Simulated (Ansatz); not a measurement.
# Al3Co: the cost of one run

Program: Ansatz 0.2.0. Level of theory: DFT PBE, scalar-relativistic, plane waves, PAW. These are calculated values, not measurements.

**1. The starting structure**

Symmetry: Im-3m, No. 229, cubic system. Conventional cell: a = 4.886 Å, b = 4.886 Å, c = 4.886 Å, α = 90.00°, β = 90.00°, γ = 90.00°. Al (site symmetry 4/mmm) is surrounded by 4 Al at 2.44 Å and 2 Co at 2.44 Å. Around Co (site symmetry m-3m) lie 6 Al at 2.44 Å.

Structure file:

```cif
data_structure
_symmetry_space_group_name_H-M 'P 1'
_symmetry_Int_Tables_number 1
_cell_length_a 4.2318
_cell_length_b 4.2318
_cell_length_c 4.2318
_cell_angle_alpha 109.471
_cell_angle_beta 109.471
_cell_angle_gamma 109.471
_cell_volume 58.34
loop_
_atom_site_label
_atom_site_type_symbol
_atom_site_fract_x
_atom_site_fract_y
_atom_site_fract_z
_atom_site_occupancy
Al1 Al 0.00000 0.50000 0.50000 1
Al2 Al 0.50000 0.00000 0.50000 1
Al3 Al 0.50000 0.50000 0.00000 1
Co1 Co 0.00000 0.00000 0.00000 1
```

The cell is invented: species swapped into a database cell of Sb3Au (Im-3m, No. 229), with Al on the Sb sites and Co on the Au sites. Lengths come from tabulated atomic sizes and are only a guess.

**2. Probe: one point on a coarse mesh**

Input file input.yaml:

```yaml
crystal:
  lattice:
    - [-2.4432416, 2.4432416, 2.4432416]
    - [2.4432416, -2.4432416, 2.4432416]
    - [2.4432416, 2.4432416, -2.4432416]
  atoms:
    - { symbol: Al, position: [0.0, 0.5, 0.5] }
    - { symbol: Al, position: [0.5, 0.0, 0.5] }
    - { symbol: Al, position: [0.5, 0.5, 0.0] }
    - { symbol: Co, position: [0.0, 0.0, 0.0], spin: 3.0 }
basis:
  ecutwfc: 420
kpoints:
  mp_grid: { grid: [6, 6, 6] }
hamiltonian:
  xc: pbe
scf:
  occupations: { method: gaussian, width: 0.1 }
  lower_state_search: "off"
output:
  forces: true
  stress: true
  eigenvalues: true
  populations: true
magnetization:
  spin_polarized: true
```

Launch:

```sh
> ansatz run input.yaml --threads 1 --pin off --max-ram 2560MiB --backend cpu --events-out ev --progress --plain --runs-dir out
```

**Question.** How long does this run take on 1 thread of Arm Neoverse V2, shared host, and how much memory does it need?

About 3.4 s, with a peak of 0.31 GiB.
